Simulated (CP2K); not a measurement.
Te:

```
CELL_PARAMETERS angstrom
3.15419 0.00000 0.00000
-0.21732 3.14669 0.00000
-0.21732 -0.23285 3.13807
ATOMIC_POSITIONS crystal
Te 0.50000 0.50000 0.50000
```

This isn't the form of Te at room conditions, which is trigonal, of chains.

Program: CP2K 2026.2. Alike in all runs: task band structure; no spin polarisation; cell as given; k mesh 9 × 9 × 9.

Order these runs on this cell by their pressure, lowest first.
A. level TASK; potentials or basis POTENTIAL_UZH Te GTH-SCAN-q6; TZVP-MOLOPT-SCAN-GTH basis; smearing fermi-dirac 0.01 eV; NGRIDS 5; basis sets Te TZVP-MOLOPT-SCAN-GTH-q6; potentials Te GTH-SCAN-q6 of POTENTIAL_UZH; bands added on the path 6; CUTOFF of the grids 675 Ry
B. level r2SCAN; potentials or basis POTENTIAL_UZH Te GTH-SCAN-q6; TZVP-MOLOPT-SCAN-GTH basis; smearing fermi-dirac 0.0259 eV; NGRIDS 4; basis sets Te TZVP-MOLOPT-SCAN-GTH-q6; potentials Te GTH-SCAN-q6 of POTENTIAL_UZH; bands added on the path 4; CUTOFF of the grids 675 Ry
C. level LDA; potentials or basis GTH_POTENTIALS Te GTH-PADE-q6; TZVP-MOLOPT-PBE-GTH basis; smearing fermi-dirac 0.01 eV; NGRIDS 4; basis sets Te TZVP-MOLOPT-PBE-GTH-q6; potentials Te GTH-PADE-q6 of GTH_POTENTIALS; bands added on the path 2; CUTOFF of the grids 450 Ry

C (-0.1 GPa), B (2.5 GPa), A (6.0 GPa).

Caveats: the basis of atomic orbitals isn't converged, which shifts pressures, moduli and gaps; the potentials were made for another functional, which shifts forces and pressure (some runs).

Not every run made on this cell is shown here.
